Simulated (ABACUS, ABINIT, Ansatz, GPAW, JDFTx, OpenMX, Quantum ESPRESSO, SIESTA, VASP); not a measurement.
BN: 11 runs at one level of theory

```
N B
1.0
     0.00000    1.81300    1.81300
     1.81300    0.00000    1.81300
     1.81300    1.81300    0.00000
N B
1 1
Direct
  0.25000 0.25000 0.25000
  0.00000 0.00000 0.00000
```

The cell is a database's computed one, not the measured one.

Alike in all runs: task single point; functional PBE; k mesh 13 × 13 × 13; occupations fermi-dirac, width 0.05 eV; no spin polarisation; no spin-orbit coupling. Pressure is positive in compression and, in plane waves, holds the error of the finite cutoff, which Ansatz's Pulay term estimates and takes out.

| program and potentials | plane-wave cutoff (eV) | notes | pressure (GPa) |
| --- | --- | --- | --- |
| Quantum ESPRESSO, SSSP 1.3 efficiency PBE | 816 | - | -1.76 |
| JDFTx, PseudoDojo-SR-PBE-0.5-standard with smoothed tails | 1143 | - | -0.75 |
| GPAW, GPAW PAW data sets (gpaw-data 1.2.1) | 800 | - | ? |
| Ansatz, Ansatz PAW (earlier soft set) | 420 | Pulay term of +0.61 GPa included | -0.59 |
| JDFTx, PseudoDojo-SR-PBE-0.5-standard | 1143 | - | -0.80 |
| OpenMX, OpenMX 2013 PBE set, N6.0-s2p2d1, B7.0-s2p2d1, grid cutoff 400 Ry | - | atomic basis | 0.89 |
| SIESTA, files PseudoDojo sr-pbe-0.4.1-standard, DZP (energy shift 0.002 Ry) | - | atomic basis | 3.38 |
| VASP, PBE PAW files B, N, 520 eV | 520 | - | -0.17 |
| ABINIT, JTH PAW PBE v2.0 | 707 | - | -0.44 |
| Ansatz, all-electron LAPW, scalar-relativistic | - | - | -0.41 |
| ABACUS, PseudoDojo NC SR 0.4.1 PBE standard, plane waves | 1143 | - | -0.80 |

Task: Estimate from the other rows what the run with GPAW, GPAW PAW data sets (gpaw-data 1.2.1) gave.

Result: Pressure -1.60 GPa. The other rows, which needn't bracket it: pressure -1.76 to 3.38.
